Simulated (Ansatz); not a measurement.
Crystal: In2O3.

```
In O
1.0
     2.74350    1.58396    4.83667
    -2.74350    1.58396    4.83667
     0.00000   -3.16792    4.83667
In O
4 6
Direct
  0.85731 0.85731 0.85731
  0.64269 0.64269 0.64269
  0.14269 0.14269 0.14269
  0.35731 0.35731 0.35731
  0.04800 0.75000 0.45200
  0.75000 0.45200 0.04800
  0.45200 0.04800 0.75000
  0.95200 0.25000 0.54800
  0.25000 0.54800 0.95200
  0.54800 0.95200 0.25000
```

Base run:

- Program: Ansatz 0.2.0
- Functional: PBE
- Potentials or basis: Ansatz PAW
- Cutoff: 250 eV
- Density cutoff: 1000 eV
- k mesh: 6 × 6 × 6
- Occupations: fermi-dirac, width 0.05 eV
- Spin: no spin polarisation

Its results: band gap on the k mesh 1.14 eV, indirect (least direct gap 1.24 eV); pressure 5.9 GPa; largest force 0.461 eV/Å.

**Question.** The run is repeated on the same cell with these changes: cutoff from 250 eV to 420 eV (not typed: the program's choice for these potentials); k mesh from 6 × 6 × 6 to 4 × 4 × 4. What comes out?

**Answer.** Band gap on the k mesh 1.31 eV, indirect (least direct gap 1.34 eV); pressure 8.4 GPa; largest force 0.126 eV/Å.

Caveats: spin-orbit coupling is left out, which moves the levels of the heavy elements; the pressure holds a Pulay correction of +93.7 GPa for the finite cutoff (some runs); the cutoff lies under the one recommended for these potentials (some runs).

A k mesh can miss the band edges.
